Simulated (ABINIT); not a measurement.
## CdTe: relaxation of cell and atoms with PBE

The system is CdTe.

```
Te Cd
1.0
     0.00000    3.20500    3.20500
     3.20500    0.00000    3.20500
     3.20500    3.20500    0.00000
Te Cd
1 1
Direct
  0.75000 0.75000 0.75000
  0.00000 0.00000 0.00000
```

| Item | Value |
| --- | --- |
| Program | ABINIT 10.8.3 (patched build) |
| Task | relaxation of cell and atoms |
| Functional | PBE |
| Potentials or basis | JTH PAW PBE v2.0 |
| Cutoff | 599 eV |
| k mesh | 7 × 7 × 7 |
| Occupations | fermi-dirac, width 0.05 eV |
| Spin | no spin polarisation |
| Target pressure | 5 GPa |
| Cell freedom (optcell) | 2 |
| Cutoff smearing ecutsm (Ha) | 0.5 |
| Optimiser (ionmov) | 2 |
| Force stop (Ha/bohr) | 0.0005 |
| Fine-grid cutoff | 1197.3 eV |

The relaxed volume is 32.55 Å³/atom, the relaxed cell is a = 4.515 Å, b = 4.515 Å, c = 4.515 Å, α = 60.00°, β = 60.00°, γ = 60.00° and the space group after relaxing (to 0.05 Å) is F-43m (No. 216). The energy change on relaxing (the enthalpy is what falls) is +10.9 meV/atom, the ionic steps are 3 and the pressure after relaxing is 5.0 GPa. The band gap on the k mesh is 0.91 eV, direct and the valence electrons inside the program's atomic spheres are Te 3.18; Cd 10.50.

The path:
```
step  energy change (eV)  largest force (eV/Å)  pressure (GPa)  volume (Å³)
   1              0.0000                0.0000            4.36        65.84
   2              0.0035                0.0000            4.47        65.72
   3              0.0218                0.0000            5.01        65.10
```

Final structure:
```xyz
2
Lattice="0.0000 3.1928 3.1928 3.1928 0.0000 3.1928 3.1928 3.1928 0.0000" Properties=species:S:1:pos:R:3 pbc="T T T"
Te    4.7893    4.7893    4.7893
Cd    0.0000    0.0000    0.0000
```

Levels at points of the mesh, in eV from the valence-band top:
```tsv
k point	band 7	band 8	band 9	band 10	band 11	band 12
(0.00, 0.00, 0.00)	0.00	0.00	0.00	0.91	4.60	4.60
```

Run time: 2.1 min on 1 thread of Arm Neoverse V1, on a shared host, peak memory 0.18 GiB.

Caveat: spin-orbit coupling is left out, which moves the levels of the heavy elements. Expect the measured gap to be larger: semilocal functionals such as PBE lack the derivative discontinuity.
